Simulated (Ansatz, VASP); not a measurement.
This is a calculation of C for VASP 6.6.1.

Contents of INCAR:

```
ALGO = Normal ; EDIFF = 1E-6
ENCUT = 520 ; GGA = PE
ISIF = 2 ; ISMEAR = 0
LASPH = True ; LCHARG = True
LELF = True ; LREAL = False
LVHAR = True ; LWAVE = False
NELM = 60 ; PREC = Accurate
SIGMA = 0.014
```

Contents of KPOINTS:

```
k-points
0
Gamma
  12 12 4
```

Contents of POSCAR:

```
C
1.0
    2.5221000000      0.0000000000      0.0000000000
   -1.2610500000      2.1842026709      0.0000000000
    0.0000000000      0.0000000000      8.2371000000
C
8
Direct
    0.6666666667      0.3333333333      0.8437500000
    0.3333333333      0.6666666667      0.3437500000
    0.6666666667      0.3333333333      0.6562500000
    0.3333333333      0.6666666667      0.1562500000
    0.0000000000      0.0000000000      0.9062500000
    0.0000000000      0.0000000000      0.4062500000
    0.0000000000      0.0000000000      0.5937500000
    0.0000000000      0.0000000000      0.0937500000
```

Potentials or basis: VASP PAW PBE potentials, release 64 (C).

Command:

```sh
$ cat potpaw_PBE.64/C/POTCAR > POTCAR
$ mpirun -np 1 vasp_std > vasp.out
```

Translate it to Ansatz 0.2.0. Potentials there: Ansatz PAW.

As run (the cutoff follows the program's own potentials):

The input input.yaml:

```yaml
crystal:
  lattice:
    - [2.5221, 0.0, 0.0]
    - [-1.26105, 2.1842026709, 0.0]
    - [0.0, 0.0, 8.2371]
  atoms:
    - { symbol: C, position: [0.6666666667, 0.3333333333, 0.84375] }
    - { symbol: C, position: [0.3333333333, 0.6666666667, 0.34375] }
    - { symbol: C, position: [0.6666666667, 0.3333333333, 0.65625] }
    - { symbol: C, position: [0.3333333333, 0.6666666667, 0.15625] }
    - { symbol: C, position: [0.0, 0.0, 0.90625] }
    - { symbol: C, position: [0.0, 0.0, 0.40625] }
    - { symbol: C, position: [0.0, 0.0, 0.59375] }
    - { symbol: C, position: [0.0, 0.0, 0.09375] }
hamiltonian:
  xc: pbe
  pseudopotentials: { kind: paw }
kpoints:
  mp_grid: { grid: [12, 12, 4] }
scf:
  occupations: { method: gaussian, width: 0.014 }
output:
  forces: true
  stress: true
  eigenvalues: true
```

Potentials or basis: Ansatz PAW.

Run with:

```bash
$ ansatz run input.yaml --threads 4 --pin off --max-ram 11264MiB --backend cpu --events-out ev --progress --plain --runs-dir out
```

Both were run:

|  | VASP | Ansatz | Ansatz less VASP |
| --- | --- | --- | --- |
| gap on the k mesh at the Fermi level (eV) | 4.41 | 4.42 | +0.009 |
| least direct gap on the mesh (eV) | 5.18 | 5.19 | +0.007 |
| pressure (GPa) | 2.9 | 2.3 | -0.67 |
| largest component of the traceless stress (GPa) | 8.20 | 8.20 | -0.006 |
| rms of the force components (eV/Å) | 0.187 | 0.187 | -0.0002 |

Atom by atom the forces differ by 0.001 eV/Å (rms over components). The functional is the same, so the differences come from potentials, cutoffs and numerics.

Caveats: the pressure holds a Pulay correction of +1.0 GPa for the finite cutoff (Ansatz). A k mesh can miss the band edges.
